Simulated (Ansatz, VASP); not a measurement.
## NaH: VASP beside Ansatz

```
CELL_PARAMETERS angstrom
0.00000 2.44000 2.44000
2.44000 0.00000 2.44000
2.44000 2.44000 0.00000
ATOMIC_POSITIONS crystal
Na 0.96158 0.96158 0.03842
H 0.50000 0.50000 0.50000
```

Change from the starting cell: all Na atoms moved +0.188 Å, as atom 1 towards its neighbour atom 2 (H) at 2.440 Å.

Alike in both runs: task single point; functional PBE; k mesh 8 × 8 × 8; occupations gaussian, width 0.05 eV; no spin polarisation.

|  | VASP | Ansatz |
| --- | --- | --- |
| version | VASP 6.6.1 | Ansatz 0.2.0 |
| potentials or method | VASP PAW PBE potentials, release 64 (Na_pv, H) | scalar-relativistic, plane waves, PAW |
| plane-wave cutoff (eV) | 520 | 420 |
| valence electrons in the cell | 8 | 10 |

```csv
,VASP,Ansatz,Ansatz less VASP
gap on the k mesh at the Fermi level (eV),3.71,3.71,+0.002
least direct gap on the mesh (eV),4.55,4.55,+0.004
pressure (GPa),-0.4,-0.4,+0.03
largest component of the traceless stress (GPa),0.71,0.71,-0.007
rms of the force components (eV/Å),0.096,0.095,-0.0011
```

Atom by atom the forces differ by 0.001 eV/Å (rms over components). With one functional, cell and mesh, what is left measures potentials, basis and numerics. The two sets of potentials don't hold the same shells in valence.

A k mesh can miss the band edges.
